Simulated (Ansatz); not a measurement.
**TiTe2: how the settings move a single-point run**

How sensitive is a single-point run of TiTe2 to its settings? A reference run comes first, then six runs with altered input. The cell is built on a prototype (fluorite) and needn't be the phase found in nature.

Program: Ansatz 0.2.0. Level of theory: reference: DFT, r2SCAN, plane waves, PAW. These are calculated values, not measurements.

9 further runs of the same task are left out: 2 for a known fault of the program, 7 that didn't finish.

### 1 Starting point

The structure is cubic, space group Fm-3m (No. 225). Conventional cell: a = 6.880 Å, b = 6.880 Å, c = 6.880 Å, α = 90.00°, β = 90.00°, γ = 90.00°. Ti (site symmetry m-3m) is surrounded by 8 Te at 2.98 Å. Te (site symmetry -43m) has 4 Ti at 2.98 Å as nearest neighbours.

Coordinates:

```
CELL_PARAMETERS angstrom
0.00000 3.44012 3.44012
3.44012 0.00000 3.44012
3.44012 3.44012 0.00000
ATOMIC_POSITIONS crystal
Ti 0.00000 0.00000 0.00000
Te 0.25000 0.25000 0.25000
Te 0.75000 0.75000 0.75000
```

### 2 Baseline

File input.yaml:

```yaml
crystal:
  lattice:
    - [0.0, 3.4401227243, 3.4401227243]
    - [3.4401227243, 0.0, 3.4401227243]
    - [3.4401227243, 3.4401227243, 0.0]
  atoms:
    - { symbol: Ti, position: [0.0, 0.0, 0.0] }
    - { symbol: Te, position: [0.25, 0.25, 0.25] }
    - { symbol: Te, position: [0.75, 0.75, 0.75] }
kpoints:
  mp_grid: { grid: [4, 4, 4] }
hamiltonian:
  xc: r2scan
scf:
  occupations: { method: fermi_dirac, width: 0.02 }
  n_extra_bands: 4
output:
  forces: true
  stress: true
  eigenvalues: true
```

Launch:

```
$ ansatz run input.yaml --threads 4 --pin off --max-ram 3686MiB --backend cpu --events-out ev --progress --plain --runs-dir out
```

### 3 Changed: dispersion rvv10

Edit input.yaml of step 2 so:

```diff
@@ -13,2 +13,3 @@
   xc: r2scan
+  dispersion: rvv10
 scf:
```

### 4 Changed: occupations.method cold, occupations.width 0.001

Edit input.yaml of step 2 so:

```diff
@@ -14,3 +14,3 @@
 scf:
-  occupations: { method: fermi_dirac, width: 0.02 }
+  occupations: { method: cold, width: 0.001 }
   n_extra_bands: 4
```

### 5 Changing settings: occupations.method cold, occupations.width 0.2

Edit input.yaml of step 2 so:

```diff
@@ -14,3 +14,3 @@
 scf:
-  occupations: { method: fermi_dirac, width: 0.02 }
+  occupations: { method: cold, width: 0.2 }
   n_extra_bands: 4
```

### 6 Changing settings: accuracy high

Edit input.yaml of step 2 so:

```diff
@@ -20 +20,2 @@
   eigenvalues: true
+accuracy: high
```

### 7 Variant: exchange pbe, correlation pbe, coeff 0.15

Edit input.yaml of step 2 so:

```diff
@@ -12,3 +12,3 @@
 hamiltonian:
-  xc: r2scan
+  xc: { exchange: pbe, correlation: pbe, exx: { coeff: 0.15 } }
 scf:
```

### 8 Changed: exchange pbe, correlation pbe, coeff 0.5, omega 0.3

Edit input.yaml of step 2 so:

```diff
@@ -12,3 +12,3 @@
 hamiltonian:
-  xc: r2scan
+  xc: { exchange: pbe, correlation: pbe, exx: { coeff: 0.5, omega: 0.3 } }
 scf:
```

What does the calculation give? Wanted: for each run, ending; energy change; pressure; gap; force.

**Answer**, as computed:

```csv
run,ending,energy change,pressure (GPa),gap (eV),force (eV/Å),cycles,time
reference,converged,0,0.4,0.00,0.00,8,1.1 s
1: dispersion rvv10,converged,+1.57 eV/atom (offset of the dispersion model),-0.5,0.00,0.00,8,2.1 s
"2: occupations.method cold, occupations.width 0.001",converged,+0.8 meV/atom (σ→0),0.4,0.00,0.00,17,1.7 s
"3: occupations.method cold, occupations.width 0.2",converged,-3.4 meV/atom (σ→0),0.5,0.00,0.00,9,1.1 s
4: accuracy high,converged,0.0 meV/atom,0.4,0.00,0.00,9,1.8 s
"5: exchange pbe, correlation pbe, coeff 0.15",converged,not comparable,-0.3,0.00,0.00,32,13 s
"6: exchange pbe, correlation pbe, coeff 0.5, omega 0.3",converged,not comparable,-2.2,0.00,0.00,40,24 s
```

Residual by cycle in the longest SCF loop of each run; runs are numbered as in the table. The quantity is the density residual dr2, in eV.

```csv
cycle,reference,run 1,run 2,run 3,run 4,run 5,run 6
1,0.693,0.747,0.725,0.674,0.693,0.0498,1.6e-5
2,0.129,0.174,0.282,0.876,0.132,0.747,2.4e-6
4,4.7e-4,3.0e-4,0.233,0.0604,4.2e-4,0.00103,4.2e-7
5,2.8e-5,2.3e-5,0.21,0.00282,2.4e-5,6.3e-5,5.0e-7
7,4.3e-7,1.6e-6,0.0338,1.2e-5,3.9e-7,1.2e-8,1.3e-7
8,5.1e-9,7.1e-9,0.0129,3.0e-7,3.7e-9,1.1e-9,4.6e-7
10,-,-,0.00189,-,-,-,1.0e-10
11,-,-,4.2e-4,-,-,-,-
13,-,-,7.3e-6,-,-,-,-
14,-,-,2.5e-6,-,-,-,-
16,-,-,1.2e-7,-,-,-,-
17,-,-,3.2e-8,-,-,-,-
```

Of the variants the dearest is «exchange pbe, correlation pbe, coeff 0.5, omega 0.3» (24 s), the cheapest «occupations.method cold, occupations.width 0.2» (1.1 s), on a shared host. The reference leaves spin out although Ti can carry a moment, so its state need not be the lowest.
